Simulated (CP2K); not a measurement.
Runs of CP2K 2026.2 on H. The structure is tetragonal, space group I4/mmm (No. 139). The conventional cell has a = 3.383 Å, b = 3.383 Å, c = 4.117 Å, α = 90.00°, β = 90.00°, γ = 90.00°. H (site symmetry 4mm) has 1 H at 0.74 Å as nearest neighbours. 

```tsv
potentials or basis	quickstep method	MIXING ALPHA	basis sets	potentials	ADDED_MOS	gap on the mesh (eV)	pressure (GPa)	largest force (eV/Å)
GTH_POTENTIALS H GTH-PBE-q1; TZVP-MOLOPT-GTH basis	GPW	0.4	H TZVP-MOLOPT-GTH-q1	H GTH-PBE-q1 of GTH_POTENTIALS	[10]	9.75	0.9	0.29
all electrons (GAPW); pob-TZVP-rev2 basis	GAPW	0.2	H pob-TZVP-rev2	H ALL	[10]	(a)	0.8	0.34
GTH_POTENTIALS H GTH-PBE-q1; DZVP-MOLOPT-SR-GTH basis	GPW	0.4	H DZVP-MOLOPT-SR-GTH-q1	H GTH-PBE-q1 of GTH_POTENTIALS	[9]	9.24	-0.8	0.45
POTENTIAL_UZH H GTH-PBE-q1; DZVP-MOLOPT-PBE-GTH basis	GPW	0.4	H DZVP-MOLOPT-PBE-GTH-q1	H GTH-PBE-q1 of POTENTIAL_UZH	[9]	9.56	0.7	(b)
POTENTIAL_UZH H GTH-PBE-q1; TZV2P-MOLOPT-PBE-GTH basis	GPW	0.4	H TZV2P-MOLOPT-PBE-GTH-q1	H GTH-PBE-q1 of POTENTIAL_UZH	[10]	9.07	0.8	0.25
POTENTIAL_UZH H GTH-PBE-q1; ccGRB-D basis	GPW	0.4	H ccGRB-D-q1	H GTH-PBE-q1 of POTENTIAL_UZH	[9]	9.46	3.0	1.53
POTENTIAL_UZH H GTH-PBE-q1; TZVP-MOLOPT-PBE-GTH basis	GPW	0.4	H TZVP-MOLOPT-PBE-GTH-q1	H GTH-PBE-q1 of POTENTIAL_UZH	[10]	9.52	0.8	0.28
all electrons (GAPW); pob-DZVP-rev2 basis	GAPW	0.2	H pob-DZVP-rev2	H ALL	[9]	9.16	0.8	0.36
```

Alike in all rows: task single point; level PBE; no spin polarisation; cell as given; k mesh 11 × 11 × 11; smearing fermi-dirac 0.05 eV.

Problem. Estimate the missing entries.

Solution. (a) 10.13; (b) 0.24.

Caveats: an odd mesh through Γ misses points on the zone boundary, where band edges often lie; the basis of atomic orbitals isn't converged, which shifts pressures, moduli and gaps; forces of over 1 eV/Å show positions far from the minimum, so gaps and moduli don't describe the material at rest (some runs).
